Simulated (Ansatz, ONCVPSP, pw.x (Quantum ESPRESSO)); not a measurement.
**What a changed setting does to a pw.x run (fcc Mg)**

Potential: optimised norm-conserving Vanderbilt (ONCV), ONCVPSP 4.0.1.1 (patched build), PBE; core [Ne], reference 3s2; waves: 3s: rc 2.65 bohr, ncon 4, nbas 7, qcut 2.3 1/bohr, 3 projectors, debl 1.7 Ha; p scattering state at 0.15 Ha: rc 2.10 bohr, ncon 4, nbas 9, qcut 4.7 1/bohr, 2 projectors, debl 2.9 Ha; d scattering state at 0.06 Ha: rc 3.06 bohr, ncon 4, nbas 7, qcut 4.2 1/bohr, 2 projectors, debl 3.9 Ha; local part: polynomial inside 1.55 bohr (lpopt 5, dvloc0 3 Ha); core correction: Teter function, fcfact 4.25, rcfact 1.25.

The reference run (k-mesh 13³, cutoffs 50/200 Ry, Fermi–Dirac 0.01 Ry, mixing_beta 0.4, conv_thr 1e-9, no spin) gives -0.06 GPa at 23.198 Å³/atom, where all-electron LAPW gives -0.07 GPa. This run, with its own iteration cap, changes mixing_ndim to 2.

```
&control
  calculation='scf', prefix='x', pseudo_dir='./', outdir='./tmp', tstress=.true., disk_io='none'
/
&system
  ibrav=0, nat=1, ntyp=1, ecutwfc=50, ecutrho=200, nbnd=8,
  occupations='smearing', smearing='fd', degauss=0.01
/
&electrons
  conv_thr=1e-09, mixing_beta=0.4, electron_maxstep=50, mixing_ndim=2
/
ATOMIC_SPECIES
Mg 1.0 Mg.UPF
CELL_PARAMETERS angstrom
  0.00000000 2.26363734 2.26363734
  2.26363734 0.00000000 2.26363734
  2.26363734 2.26363734 0.00000000
ATOMIC_POSITIONS crystal
Mg 0.0000 0.0000 0.0000
K_POINTS automatic
13 13 13 0 0 0
```

```bash
pw.x < Mg.scf.in > Mg.scf.out
```

**Question.** How does the run end?

**Answer.** It converges in 5 iterations; the free energy moves by +0.0 meV/atom and the pressure by +0.00 GPa. The result is that of the reference run.

```
Message from routine setup:
     using ibrav=0 with symmetry is DISCOURAGED, use correct ibrav instead
     lattice parameter (alat)  =       6.0495  a.u.
     unit-cell volume          =     156.5479 (a.u.)^3
     number of electrons       =         2.00
     number of Kohn-Sham states=            8
     kinetic-energy cutoff     =      50.0000  Ry
     charge density cutoff     =     200.0000  Ry
     scf convergence threshold =      1.0E-09
     Exchange-correlation= PBE
     number of k points=    84  Fermi-Dirac smearing, width (Ry)=  0.0100
     iteration #  1     ecut=    50.00 Ry     beta= 0.40
     total energy              =      -1.98595355 Ry
     estimated scf accuracy    <       0.00381186 Ry
     iteration #  2     ecut=    50.00 Ry     beta= 0.40
     total energy              =      -1.98569250 Ry
     estimated scf accuracy    <       0.00133043 Ry
     iteration #  3     ecut=    50.00 Ry     beta= 0.40
     total energy              =      -1.98570524 Ry
     estimated scf accuracy    <       0.00000091 Ry
     iteration #  4     ecut=    50.00 Ry     beta= 0.40
     c_bands:  1 eigenvalues not converged
     total energy              =      -1.98570560 Ry
     estimated scf accuracy    <       0.00000011 Ry
     iteration #  5     ecut=    50.00 Ry     beta= 0.40
     the Fermi energy is     3.5357 ev
!    total energy              =      -1.98570561 Ry
     estimated scf accuracy    <          9.4E-10 Ry
     smearing contrib. (-TS)   =      -0.00202559 Ry
     The total energy is F=E-TS. E is the sum of the following terms:
     one-electron contribution =       1.26441848 Ry
     hartree contribution      =       0.00319467 Ry
     xc contribution           =      -1.10765955 Ry
     ewald contribution        =      -2.14363362 Ry
     convergence has been achieved in   5 iterations
          total   stress  (Ry/bohr**3)                   (kbar)     P=       -0.57
     Message from routine punch:
     Nothing written, as per user request (disk_io='none')
```

The run took about 13 s on one core of a shared host (Neoverse-N1, 64 threads, 124 GiB, load 54).
